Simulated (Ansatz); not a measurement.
Crystal: CoPdO2.

```
Pd Co O
1.0
     1.43169    0.82659    5.95777
    -1.43169    0.82659    5.95777
     0.00000   -1.65317    5.95777
Pd Co O
1 1 2
Cartesian
  0.0000 0.0000 0.0000
  0.0000 0.0000 8.9367
  0.0000 0.0000 2.0103
  0.0000 0.0000 15.8630
```

The cell is a database's computed one.

Base run:

```yaml
Program: Ansatz 0.2.0
Functional: r2SCAN
Potentials_or_basis: Ansatz PAW
Cutoff: 500 eV
Density_cutoff: 2000 eV
k_mesh: 8 × 8 × 8
Occupations: fermi-dirac, width 0.05 eV
Spin: non-collinear spin, ferromagnetic start, spin-orbit coupling
Starting_moments: "[[0.0, 0.0, 0.0], [1.155, 1.155, 1.155], [0.0, 0.0, 0.0], [0.0, 0.0, 0.0]] μB"
```

Its results: band gap on the k mesh none (metal or under the smearing width); pressure -6.8 GPa; net moment 0.00 μB per cell.

Question: The run is repeated on the same cell with these changes: functional from r2SCAN to PBEsol; cutoff from 500 eV to 420 eV; density cutoff from 2000 eV to 1680 eV. What comes out?

Answer: Band gap on the k mesh none (metal or under the smearing width); pressure -10.0 GPa; net moment 0.00 μB per cell.

Caveats: semilocal functionals often make such compounds metallic where correlation or magnetic order opens a gap, which also shifts bond lengths; the PAW data sets come from PBE, with cores solved anew for the run's functional, which leaves a small shift of forces and pressure; the magnetic or orbital state may not be the lowest (some runs).

Not every run made on this cell is shown here.
